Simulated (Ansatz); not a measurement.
**Deforming KCl**

```xyz
2
Lattice="0.0000 3.1561 3.1561 3.1561 0.0000 3.1561 3.1561 3.1561 0.0000" Properties=species:S:1:pos:R:3 pbc="T T T"
K     0.0000    0.0000    0.0000
Cl    3.1561    3.1561    3.1561
```

Atom numbers follow the list: K1, Cl2.

Conventional cell: a = 6.312 Å, b = 6.312 Å, c = 6.312 Å, α = 90.00°, β = 90.00°, γ = 90.00°. K (atom 1) has 6 Cl at 3.16 Å as nearest neighbours. Cl (atom 2) is surrounded by 6 K at 3.16 Å.

The cell is a measured one (Crystallography Open Database entry 9003114); the temperature and pressure of the measurement aren't taken into account, and nothing was relaxed.

Theory: DFT, PBE, all-electron PAW with datasets made for the crystal, scalar-relativistic (Ansatz 0.2.0).

The runs use a Γ-centred 7×7×7 k mesh, Fermi–Dirac smearing of 0.03 eV, cutoff 220 eV (chosen by the program for this cell), no spin polarisation.

The unchanged cell is at 0.58 GPa.

Semilocal functionals give too small gaps.

x, y and z are the Cartesian axes of the cell as listed; fractional coordinates follow a strain, and an engineering shear is twice the off-diagonal strain component.

Vzz stands for the principal value of largest size of the field-gradient tensor, whatever its axis.

Task: One change gave: energy change under 1 meV/atom; stress change (xx, yy, zz, yz, xz, xy) 0.00, 0.00, 0.00, 0.00, 0.00, -0.13 GPa, compression positive; Vzz in 10²¹ V/m²: K1 0 → 0.11 (η = 0.96), Cl2 0 → -0.14 (η = 0.97); gap on the k mesh 5.16 → 5.14 eV. Which change was it?
A. atom 2 (Cl) moved by (0.0462, 0.0462, 0.0462) Å
B. xy engineering shear strain of +2 %
C. z strained by -3 % at fixed volume

Result: B. For z strained by -3 % at fixed volume: energy change +5 meV/atom; stress change (xx, yy, zz, yz, xz, xy) -0.49, -0.49, 1.32, 0.00, 0.00, 0.00 GPa, compression positive; Vzz in 10²¹ V/m²: K1 0 → -0.89 (η = 0.00), Cl2 0 → -0.48 (η = 0.00); gap on the k mesh 5.16 → 5.13 eV. For atom 2 (Cl) moved by (0.0462, 0.0462, 0.0462) Å: energy change +2 meV/atom; stress change (xx, yy, zz, yz, xz, xy) 0.04, 0.04, 0.04, -0.01, -0.01, -0.01 GPa, compression positive; change of the force on Cl2 (-0.058, -0.058, -0.058) eV/Å; Vzz in 10²¹ V/m²: K1 0 → 0.03 (η = 0.00), Cl2 0 → 0.01 (η = 0.00); gap on the k mesh 5.16 → 5.16 eV.

Task: What force constant does this one finite step give for Cl2 along its displacement (all its periodic images move with it)?

Result: k = −ΔF·u/|u|² = 1.27 eV/Å², so the force pulls the atom back.
